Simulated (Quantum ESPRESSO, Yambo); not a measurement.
# Quasiparticle gap of CsH (Fm-3m) in Yambo, part 3 of 3

Wanted: ground state, empty states, screening and self-energy for CsH (Fm-3m).

Quantum ESPRESSO 7.5 and Yambo 5.3.0; PBEsol and many-body steps on it, plane waves. Known limits of the many-body steps: not at the basis limit; no spin-orbit coupling.

So far. Step 3 (Bands along the symmetry lines): The gap is 2.149 eV, as in the run before at this level. Step 4 (Empty states on the mesh, 4×4×4 mesh, 49 bands): On this mesh the gap is 2.149 eV.

The database entry behind the starting cell differs from later determinations by our own check (0.1 to 0.3 % short, probably kX units), so it need not match the best structure at ambient conditions.

## (6) Screening and self-energy, 4×4×4 mesh, 49 bands, screening to 81.6 eV

Now the one-shot GW correction: screening in the RPA, then the self-energy of the levels asked for.

This step: G0W0 on PBEsol, plane waves, norm-conserving pseudopotentials.

The input, gw1.in:

```
HF_and_locXC
gw0
dyson
ppa
em1d
rim_cut
RandQpts= 1000000
RandGvec= 1 RL
EXXRLvcs= 64 Ry
VXCRLvcs= 256 Ry
Chimod= "HARTREE"
% BndsRnXp
 1 | 49 |
%
NGsBlkXp= 6 Ry
% LongDrXp
 1 | 1 | 1 |
%
% GbndRnge
 1 | 49 |
%
DysSolver= "n"
ExtendOut
PPAPntXp= 27.21138 eV
% QPkrange
 1 | 8 | 2 | 9 |
%
```

On the command line:

```bash
$ OMP_NUM_THREADS=1 mpirun -n 4 yambo -F gw1.in -J gw1 -C gw1 > gw1.log
```

What it wrote:

```text
 Yambo, version 5.3.0

 [02] CORE Variables Setup
 =========================

  [... cell, symmetries and grids as in the set-up ...]

  [02.05] Energies & Occupations
  ==============================

  [X] === General ===
  [X] Electronic Temperature                        :  0.000000  0.000000 [eV K]
  [X] Bosonic    Temperature                        :  0.000000  0.000000 [eV K]
  [X] Finite Temperature mode                       : no
  [X] El. density                                   :  0.15432E+24 [cm-3]
  [X] Fermi Level                                   :  3.261446 [eV]

  [X] === Gaps and Widths ===
  [X] Conduction Band Min                           :  2.149182 [eV]
  [X] Valence Band Max                              :  0.000000 [eV]
  [X] Filled Bands                                  :   5
  [X] Empty Bands                                   :    6   49
  [X] Direct Gap                                    :  2.149182 [eV]
  [X] Direct Gap localized at k                     :  3
  [X] Indirect Gap                                  :  2.149182 [eV]
  [X] Indirect Gap between kpts                     :  3  3
  [X] Last valence band width                       :  1.775611 [eV]
  [X] 1st conduction band width                     :  2.995424 [eV]

 [03] Transferred momenta grid and indexing
 ==========================================

 IBZ Q-points                                      :   8
 BZ  Q-points                                      :   64

 K/Q-points units:
 rlu = crystal or reduced units; cc = cartesian coordinates; iku = interal k-units

 Q [1]          [rlu]:  0.000000  0.000000  0.000000
 Q [2]          [rlu]: -0.48926E-17 -0.48926E-17  0.25000
 Q [3]          [rlu]:  0.97851E-17  0.97851E-17 -0.50000
 Q [4]          [rlu]:  0.66107E-17  0.25000      0.25000
 Q [5]          [rlu]:  0.78423E-17  0.25000      0.50000
 Q [6]          [rlu]:  0.97851E-17  0.25000     -0.25000
 Q [7]          [rlu]: -0.13221E-16 -0.50000     -0.50000
 Q [8]          [rlu]:  0.250000 -0.500000 -0.250000

 [04] Coloumb potential Random Integration (RIM)
 ===============================================

  [04.01] RIM initialization
  ==========================

  * Diagonal components only detected *

  8 x (sBL volume)        :  0.070904 [a.u.]
  sBZ random points       :  1000000
  Points outside the sBZ  :   7968281
  RL volume               :  0.567229 [a.u.]
  Integrated volume       :  0.569486 [a.u.]

  [04.02] RIM integrals
  =====================

  Gamma point sphere radius             :  0.075077 [a.u.]
  Points outside the sphere             :   800476
  [Int_sBZ(q=0) 1/q^2]*(Vol_sBZ)^(-1/3) =:  7.776341
                                 should be <:  7.795600

  Summary of Coulomb integrals for non-metallic bands |Q|[au] RIM/Bare

  Q [1] 0.100000E-4 0.997530 * Q [2] 0.225805 1.070250
  Q [4] 0.260737 1.068048 * Q [6] 0.368738 1.029370
  Q [5] 0.432383 1.023545 * Q [3] 0.451610 1.020007
  Q [7] 0.521474 1.016898 * Q [8] 0.583026 1.014037

 [05] Dipoles
 ============

  [05.01] Setup: observables and procedures
  =========================================

 [06] Dynamic Dielectric Matrix (PPA)
 ====================================

 [WR./gw1//ndb.pp]---------------------------------------------------------------
  Brillouin Zone Q/K grids (IBZ/BZ)                :    8   64    8   64
  RL vectors                                       :   4645 [WF]
  Coulomb cutoff potential                         : none
  Electronic Temperature                           :  0.000000 [K]
  Bosonic    Temperature                           :  0.000000 [K]
  PPA    diel. fun.  energies                      : Perdew, Burke & Ernzerhof SOL(X)+Perdew, Burke & Ernzerhof SOL(C)
  wavefunctions                                    : Perdew, Burke & Ernzerhof SOL(X)+Perdew, Burke & Ernzerhof SOL(C)
  Global Gauge                                     : length
  X matrix size                                    :  137
  X band range                                     :    1   49
  X e/h energy range                               : -1.000000 -1.000000 [eV]
  X Time ordering                                  : R
  X Hxc Kernel                                     : HARTREE
  X Drude frequency                                :  0.000000  0.000000
  X poles                                          :  100.0000 [o/o]
  RL vectors in the sum                            :   4645
  [r,Vnl] included                                 : yes
  Field direction                                  :  0.577350E-5  0.577350E-5  0.577350E-5
  BZ energy Double Grid                            : no
  BZ energy DbGd points                            : 0
  BZ Q point size factor                           : -1.000000
  X Optical Averaged directions                    : none

 [07] Local Exchange-Correlation + Non-Local Fock
 ================================================

 [VXC] Plane waves :  30395
 [EXS] Plane waves :   3839

 QP @ state[ 1 ] K range:   1   8
 QP @ state[ 1 ] b range:   2   9

 [xc] Functional : Perdew, Burke & Ernzerhof SOL(X)+Perdew, Burke & Ernzerhof SOL(C)
 [xc] LIBXC used to calculate xc functional
  PP Number of Atomic Species                      :  2
  NLCC RL compoments                               :  30395
  PP Number of Atomic Species                      :  2
  NLCC RL compoments                               :  30395

 [xc] E_xc :  -3.484483 [Ha]
      E_xc :  -6.968966 [Ry]

  Local XC kind (lXC) : Perdew, Burke & Ernzerhof SOL(X)+Perdew, Burke & Ernzerhof SOL(C)
  Non-Local XC kind (nlXC) : Hartree-Fock

  Corrections @ K [1] :  [eV]
 <2|nlXC|2> = -17.51166  0.10389E-16 <2|lXC|2> = -13.08324 -0.28323E-15
 <3|nlXC|3> = -17.51165 -0.22172E-16 <3|lXC|3> = -13.08323  0.94408E-16
 <4|nlXC|4> = -17.51166 -0.15507E-16 <4|lXC|4> = -13.08323  0.11801E-15
 <5|nlXC|5> = -11.95091  0.12162E-16 <5|lXC|5> = -8.356704  0.000000
 <6|nlXC|6> = -3.374802  0.24269E-17 <6|lXC|6> = -7.905344  0.94408E-16
 <7|nlXC|7> = -3.374784  0.27220E-17 <7|lXC|7> = -7.905344  0.000000
 <8|nlXC|8> = -3.374835  0.37820E-18 <8|lXC|8> = -7.905344 -0.70806E-16
 <9|nlXC|9> = -4.344594  0.12566E-17 <9|lXC|9> = -8.410412  0.11801E-16

  Corrections @ K [2] :  [eV]
 <2|nlXC|2> = -17.14095  0.21655E-16 <2|lXC|2> = -12.49522 -0.14161E-15
 <3|nlXC|3> = -17.47380 -0.80014E-17 <3|lXC|3> = -13.03256  0.37763E-15
[...]
Corrections @ K [3] :  [eV]
[...]
Corrections @ K [4] :  [eV]
[...]
Corrections @ K [5] :  [eV]
[...]
[... 2 further k-points ...]
  Corrections @ K [8] :  [eV]
[...]
<5|nlXC|5> = -12.98355 -0.74767E-17 <5|lXC|5> = -9.514763 -0.94408E-16
 <6|nlXC|6> = -3.077872 -0.30336E-18 <6|lXC|6> = -7.181447  0.18439E-16
 <7|nlXC|7> = -3.077950 -0.50374E-18 <7|lXC|7> = -7.181447  0.35403E-16
 <8|nlXC|8> = -3.225011 -0.59123E-18 <8|lXC|8> = -7.507436  0.11801E-16
 <9|nlXC|9> = -5.018232  0.51028E-18 <9|lXC|9> = -10.18519 -0.11506E-15

  [07.01] Hartree-Fock occupations report
  =======================================

  [Hartree-Fock] === General ===
  [Hartree-Fock] Electronic Temperature             :  0.000000  0.000000 [eV K]
  [Hartree-Fock] Bosonic    Temperature             :  0.000000  0.000000 [eV K]
  [Hartree-Fock] Finite Temperature mode            : no
  [Hartree-Fock] El. density                        :  0.15432E+24 [cm-3]
  [Hartree-Fock] Fermi Level                        :  3.261446 [eV]

  [Hartree-Fock] === Gaps and Widths ===
  [Hartree-Fock] Conduction Band Min                :  5.840840 [eV]
  [Hartree-Fock] Valence Band Max                   : -3.250215 [eV]
  [Hartree-Fock] Filled Bands                       :   5
  [Hartree-Fock] Empty Bands                        :    6   49
  [Hartree-Fock] Direct Gap                         :  9.091056 [eV]
  [Hartree-Fock] Direct Gap localized at k          :  3
  [Hartree-Fock] Indirect Gap                       :  9.091056 [eV]
  [Hartree-Fock] Indirect Gap between kpts          :  3  3
  [Hartree-Fock] Last valence band width            :  2.119603 [eV]
  [Hartree-Fock] 1st conduction band width          :  3.834307 [eV]

 [08] Dyson equation: Newton solver
 ==================================

  [08.01] G0W0 (W PPA)
  ====================

  [  GW  ] Bands range     :    1   49
  [GW/PPA] G damping       :  0.100000 [eV]

  QP @ state[ 1 ] K range:   1   8
  QP @ state[ 1 ] b range:   2   9

   Sc/G bands                                       :    1   49
   Sc/G damping                                     :  0.100000 ev
   Sc bands terminator                              : no
   Sx RL components                                 :   3839

   QP @ state[ 1 ] K range                          :   1   8
   QP @ state[ 1 ] b range                          :   2   9
   GF energies kind                                 : Perdew, Burke & Ernzerhof SOL(X)+Perdew, Burke & Ernzerhof SOL(C)
   GF WF`s kind                                     : Perdew, Burke & Ernzerhof SOL(X)+Perdew, Burke & Ernzerhof SOL(C)
   Xs energies kind                                 : Perdew, Burke & Ernzerhof SOL(X)+Perdew, Burke & Ernzerhof SOL(C)
   Xs WF`s kind                                     : Perdew, Burke & Ernzerhof SOL(X)+Perdew, Burke & Ernzerhof SOL(C)

 [11] Game Over & Game summary
```

Run time: 75 s. Hardware: 4 MPI ranks of Arm Neoverse V1, shared host; peak memory 1.4 GiB; 4.9 min of CPU time.

This step gave:

| Item | Value |
| --- | --- |
| G0W0 gap on the mesh | 4.151 eV |
| starting gap on the mesh | 2.149 eV |
| k of the valence top | 0, 0, -0.5 |
| k of the conduction bottom | 0, 0, -0.5 |
| least direct G0W0 gap on the computed points | 4.151 eV |
| Z at the valence top | 0.8000 |
| Z at the conduction bottom | 0.8510 |

The gap on the mesh goes from 2.15 eV to 4.15 eV, a correction of +2.00 eV.

Limits: finite bands, cutoff and mesh; no spin-orbit coupling. v1 is the top filled band, c1 the lowest empty one. The levels before and after the correction (eV, zero at the valence-band top of each column):

```tsv
	conduction bottom	valence top
Kohn-Sham	2.15	0.00
G0W0	4.15	0.00
```

```tsv
	level	energy (eV)
Kohn-Sham	(0 0 -0.5) v4	-8.732
Kohn-Sham	(0 0 -0.5) v3-v2	-7.980
Kohn-Sham	(0 0 -0.5) v1	0.000
Kohn-Sham	(0 0 -0.5) c1	2.149
Kohn-Sham	(0 0 -0.5) c2-c3	4.683
Kohn-Sham	(0 0 -0.5) c4	7.055
G0W0	(0 0 -0.5) v4	-9.134
G0W0	(0 0 -0.5) v3-v2	-8.316
G0W0	(0 0 -0.5) v1	0.000
G0W0	(0 0 -0.5) c1	4.151
G0W0	(0 0 -0.5) c2-c3	7.057
G0W0	(0 0 -0.5) c4	9.111
```

## (7) Where the time went

Times are wall times on the hardware named with each run, good to a factor of about two.

```tsv
step	time	share	memory (GiB)
ground state	4.7 s	5 %	0.24
bands along the symmetry lines	7.2 s	8 %	0.22
empty states on the mesh	5.2 s	5 %	0.26
conversion and set-up	2.7 s	3 %	0.25
screening and self-energy	75 s	79 %	1.4
```

## (8) Outcome

```yaml
pbesol_gap: 2.15 eV, direct
g0w0_gap_on_the_mesh: 4.15 eV
gw_settings: 4×4×4 mesh, 49 bands, screening to 81.6 eV, Godby-Needs plasmon pole
known_limits: not at the basis limit; no spin-orbit coupling
```

What this shows: G0W0 moves the gap on the mesh from 2.15 eV to 4.15 eV (+2.00 eV), with Z of 0.80 and 0.85 at the edges. The dearest step here is «screening and self-energy». Bands and cutoff are finite, so the gap is not at the basis limit. The miss can reach some tenths of an eV and take either sign; the mesh is an error of its own. The many-body steps are scalar-relativistic: spin-orbit coupling is not in them.

[Paths, hosts, dates, memory and timing lines, banners, echoed tables and standing remarks are left out of the program output.]

[Logs are printed without paths, hosts, clocks, repeated set-up lines and the standing remarks that a program may print on its own settings, such as how far it seeks lower states.]

[Runs of the session that timed out or met a known fault of the program may be left out.]

[Hosts, paths, dates, database ids (printed as entryN), source tags and the programs' standing remarks are cut or masked in the printed files.]
